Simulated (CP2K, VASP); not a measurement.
Given: the input of a run of CP2K 2026.2 on HfO2. Measurements of this composition are mostly on another form, of space group No. 14.

File hfo2_scf.inp:

```
&GLOBAL
  PROJECT hfo2_scf
  RUN_TYPE ENERGY_FORCE
  PRINT_LEVEL LOW
&END GLOBAL
&FORCE_EVAL
  METHOD QS
  STRESS_TENSOR ANALYTICAL
  &DFT
    BASIS_SET_FILE_NAME BASIS_MOLOPT_UZH
    POTENTIAL_FILE_NAME POTENTIAL_UZH
    &MGRID
      CUTOFF 600
      REL_CUTOFF 60
      NGRIDS 5
    &END MGRID
    &QS
      METHOD GPW
      EPS_DEFAULT 1.0E-10
    &END QS
    &KPOINTS
      SCHEME MONKHORST-PACK 5 6 5
      GAMMA_CENTERED T
      SYMMETRY T
      SYMMETRY_BACKEND SPGLIB
    &END KPOINTS
    &SCF
      SCF_GUESS ATOMIC
      EPS_SCF 1.0E-6
      MAX_SCF 100
      ADDED_MOS 42
      CHOLESKY OFF
      EPS_EIGVAL 1.0E-7
      &DIAGONALIZATION ON
        ALGORITHM STANDARD
      &END DIAGONALIZATION
      &MIXING ON
        METHOD BROYDEN_MIXING
        ALPHA 0.4
        BETA 1.5
        NBUFFER 8
      &END MIXING
      &SMEAR ON
        METHOD GAUSSIAN
        SIGMA [eV] 0.012
      &END SMEAR
    &END SCF
    &XC
      &XC_FUNCTIONAL
        &GGA_X_PBE
        &END GGA_X_PBE
        &GGA_C_PBE
        &END GGA_C_PBE
      &END XC_FUNCTIONAL
    &END XC
    &PRINT
      &KPOINTS ON
      &END KPOINTS
      &MULLIKEN ON
      &END MULLIKEN
      &MO ON
        ENERGIES T
        OCCUPATION_NUMBERS T
        &EACH
          QS_SCF 0
        &END EACH
        ADD_LAST NUMERIC
      &END MO
    &END PRINT
  &END DFT
  &SUBSYS
    &CELL
      ABC 5.2194633600 5.0047636900 5.0326850500
      ALPHA_BETA_GAMMA 90.0000000000 90.0000000000 90.0000000000
      PERIODIC XYZ
    &END CELL
    &COORD
      SCALED
      Hf  0.9669940000 0.7325208200 0.7414403500
      Hf  0.5330060000 0.7325208200 0.2414403500
      Hf  0.4669940000 0.2674791800 0.7414403500
      Hf  0.0330060000 0.2674791800 0.2414403500
      O   0.6321274500 0.9286454000 0.8792672600
      O   0.8678725500 0.9286454000 0.3792672600
      O   0.2339485200 0.5398830500 0.4922923900
      O   0.2660514800 0.5398830500 0.9922923900
      O   0.7660514800 0.4601169500 0.9922923900
      O   0.7339485200 0.4601169500 0.4922923900
      O   0.1321274500 0.0713546000 0.8792672600
      O   0.3678725500 0.0713546000 0.3792672600
    &END COORD
    &KIND Hf
      BASIS_SET TZVP-MOLOPT-PBE-GTH-q12
      POTENTIAL GTH-PBE-q12
    &END KIND
    &KIND O
      BASIS_SET TZVP-MOLOPT-PBE-GTH-q6
      POTENTIAL GTH-PBE-q6
    &END KIND
    &PRINT
      &ATOMIC_COORDINATES ON
      &END ATOMIC_COORDINATES
      &CELL ON
      &END CELL
      &SYMMETRY ON
      &END SYMMETRY
    &END PRINT
  &END SUBSYS
  &PRINT
    &FORCES ON
    &END FORCES
    &STRESS_TENSOR ON
    &END STRESS_TENSOR
  &END PRINT
&END FORCE_EVAL
```

Potentials or basis: POTENTIAL_UZH Hf GTH-PBE-q12, O GTH-PBE-q6; TZVP-MOLOPT-PBE-GTH basis.

The run is started by

```sh
$ OMP_NUM_THREADS=1 cp2k.psmp -i hfo2_scf.inp -o hfo2_scf.out
```

Task: Translate it to VASP 6.6.1. Potentials or basis there: PBE PAW files Hf_pv, O, 520 eV.

Result: As run (cutoffs and basis follow the program's own potentials, and thresholds, step limits or extra output files can differ):

The input INCAR:

```
ALGO     = Normal         # electronic algorithm
EDIFF    = 1E-6           # SCF threshold, eV
ENCUT    = 520            # plane-wave cutoff, eV
GGA      = PE             # functional
ISIF     = 2              # what is computed and relaxed
ISMEAR   = 0              # smearing method
LASPH    = T              # aspherical terms in the spheres
LCHARG   = F              # write CHGCAR
LREAL    = F              # projectors in reciprocal space
LWAVE    = F              # write WAVECAR
NELM     = 60             # most SCF steps
PREC     = Accurate       # precision mode
SIGMA    = 0.012          # smearing width, eV
```

KPOINTS

```
k-points
0
Gamma
  5 6 5
```

The input POSCAR:

```
HfO2
1.0
    5.2194633600      0.0000000000      0.0000000000
    0.0000000000      5.0047636900      0.0000000000
    0.0000000000      0.0000000000      5.0326850500
Hf O
4 8
Direct
    0.9669940000      0.7325208200      0.7414403500
    0.5330060000      0.7325208200      0.2414403500
    0.4669940000      0.2674791800      0.7414403500
    0.0330060000      0.2674791800      0.2414403500
    0.6321274500      0.9286454000      0.8792672600
    0.8678725500      0.9286454000      0.3792672600
    0.2339485200      0.5398830500      0.4922923900
    0.2660514800      0.5398830500      0.9922923900
    0.7660514800      0.4601169500      0.9922923900
    0.7339485200      0.4601169500      0.4922923900
    0.1321274500      0.0713546000      0.8792672600
    0.3678725500      0.0713546000      0.3792672600
```

Potentials or basis: VASP PAW PBE potentials, release 64 (Hf_pv, O).

Launch:

```sh
$ cat potpaw_PBE.64/Hf_pv/POTCAR potpaw_PBE.64/O/POTCAR > POTCAR
$ mpirun -np 1 vasp_std > vasp.out
```

Both were run:

|  | CP2K | VASP |
| --- | --- | --- |
| Pressure | 3.5 GPa | 6.3 GPa |

The potentials hold 96 and 88 valence electrons a cell.

Pressure is positive in compression.
